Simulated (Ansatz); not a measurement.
# LiF: the cost of one run

Computed with Ansatz 0.2.0 (DFT PBE, scalar-relativistic, plane waves, PAW, unless a step's input says otherwise).

4 further runs of the same task are left out: 3 that didn't finish, 1 set aside as unsound or not needed.

## (1) The starting structure

The structure is cubic, space group Fm-3m (No. 225). Conventional cell: a = 4.028 Å, b = 4.028 Å, c = 4.028 Å, α = 90.00°, β = 90.00°, γ = 90.00°. Around Li (site symmetry m-3m) lie 6 F at 2.01 Å. F (site symmetry m-3m) is surrounded by 6 Li at 2.01 Å.

As a file:

```
CELL_PARAMETERS angstrom
0.00000 2.01400 2.01400
2.01400 0.00000 2.01400
2.01400 2.01400 0.00000
ATOMIC_POSITIONS crystal
Li 0.00000 0.00000 0.00000
F 0.50000 0.50000 0.50000
```

The structure comes from the Crystallography Open Database.

## (2) A distortion that keeps the symmetry

What differs from the listed cell: strain xx, yy, zz, yz, xz, xy = +2.3, +2.3, +2.3, +0.0, +0.0, +0.0 %.

input.yaml reads:

```yaml
crystal:
  lattice:
    - [0.0, 2.0611276, 2.0611276]
    - [2.0611276, 0.0, 2.0611276]
    - [2.0611276, 2.0611276, 0.0]
  atoms:
    - { symbol: Li, position: [0.0, 0.0, 0.0] }
    - { symbol: F, position: [0.5, 0.5, 0.5] }
basis:
  ecutwfc: 420
kpoints:
  mp_grid: { grid: [10, 10, 10] }
hamiltonian:
  xc: pbe
scf:
  occupations: { method: gaussian, width: 0.02 }
output:
  forces: true
  stress: true
  eigenvalues: true
```

Run with:

```console
$ ansatz run input.yaml --threads 1 --pin off --max-ram 1331MiB --backend cpu --events-out ev --progress --plain --runs-dir out
```

**Question.** How long does this run take on 1 thread of an x86-64 CPU, shared host, and how much memory does it need?

About 1.4 s, with a peak of 0.28 GiB.
